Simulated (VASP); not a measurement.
Input of a VASP 6.6.1 run:

File INCAR:

```
  PREC = Accurate
  ENCUT = 520
  EDIFF = 1E-7
  ISMEAR = 1
  SIGMA = 0.1
  LREAL = Auto
  LASPH = T
  NELM = 80
  ALGO = Normal
  ISIF = 2
  LWAVE = F
  LCHARG = F
  GGA = PE
  IBRION = 6
  NFREE = 2
  POTIM = 0.015
  NSW = 1
  LPHON_DISPERSION = T
  PHON_NWRITE = -3
```

File KPOINTS:

```
Automatic mesh
0
Gamma
  3 3 3
```

File POSCAR:

```
Ca
1.0
    0.0000000000      8.3826000000      8.3826000000
    8.3826000000      0.0000000000      8.3826000000
    8.3826000000      8.3826000000      0.0000000000
Ca
27
Direct
    0.0000000000      0.0000000000      0.0000000000
    0.0000000000      0.0000000000      0.3333333333
    0.0000000000      0.0000000000      0.6666666667
    0.0000000000      0.3333333333      0.0000000000
    0.0000000000      0.3333333333      0.3333333333
    0.0000000000      0.3333333333      0.6666666667
    0.0000000000      0.6666666667      0.0000000000
    0.0000000000      0.6666666667      0.3333333333
    0.0000000000      0.6666666667      0.6666666667
    0.3333333333      0.0000000000      0.0000000000
    0.3333333333      0.0000000000      0.3333333333
    0.3333333333      0.0000000000      0.6666666667
    0.3333333333      0.3333333333      0.0000000000
    0.3333333333      0.3333333333      0.3333333333
    0.3333333333      0.3333333333      0.6666666667
    0.3333333333      0.6666666667      0.0000000000
    0.3333333333      0.6666666667      0.3333333333
    0.3333333333      0.6666666667      0.6666666667
    0.6666666667      0.0000000000      0.0000000000
    0.6666666667      0.0000000000      0.3333333333
    0.6666666667      0.0000000000      0.6666666667
    0.6666666667      0.3333333333      0.0000000000
    0.6666666667      0.3333333333      0.3333333333
    0.6666666667      0.3333333333      0.6666666667
    0.6666666667      0.6666666667      0.0000000000
    0.6666666667      0.6666666667      0.3333333333
    0.6666666667      0.6666666667      0.6666666667
```

Contents of QPOINTS:

```
path GXWKGLUWLK,UX
8
line-mode
reciprocal
 0.0000000000  0.0000000000  0.0000000000  G
 0.5000000000  0.0000000000  0.5000000000  X

 0.5000000000  0.0000000000  0.5000000000  X
 0.5000000000  0.2500000000  0.7500000000  W

 0.5000000000  0.2500000000  0.7500000000  W
 0.3750000000  0.3750000000  0.7500000000  K

 0.3750000000  0.3750000000  0.7500000000  K
 0.0000000000  0.0000000000  0.0000000000  G

 0.0000000000  0.0000000000  0.0000000000  G
 0.5000000000  0.5000000000  0.5000000000  L

 0.5000000000  0.5000000000  0.5000000000  L
 0.6250000000  0.2500000000  0.6250000000  U

 0.6250000000  0.2500000000  0.6250000000  U
 0.5000000000  0.2500000000  0.7500000000  W

 0.5000000000  0.2500000000  0.7500000000  W
 0.5000000000  0.5000000000  0.5000000000  L

 0.5000000000  0.5000000000  0.5000000000  L
 0.3750000000  0.3750000000  0.7500000000  K

 0.6250000000  0.2500000000  0.6250000000  U
 0.5000000000  0.0000000000  0.5000000000  X
```

Potentials or basis: VASP PAW PBE potentials, release 64 (Ca_sv).

The run is started by

```sh
$ cat potpaw_PBE.64/Ca_sv/POTCAR > POTCAR
$ mpirun -np 4 vasp_std > vasp.out
```

Estimate the highest phonon frequency.

163 cm⁻¹.

Phonon frequencies at the corners of the path (cm⁻¹, interpolated; i marks imaginary ones):
```tsv
point	frequencies
Γ	0 0 0
X	123 123 163
W	107 141 141
K	108 128 149
L	72 72 147
U	108 128 149
```
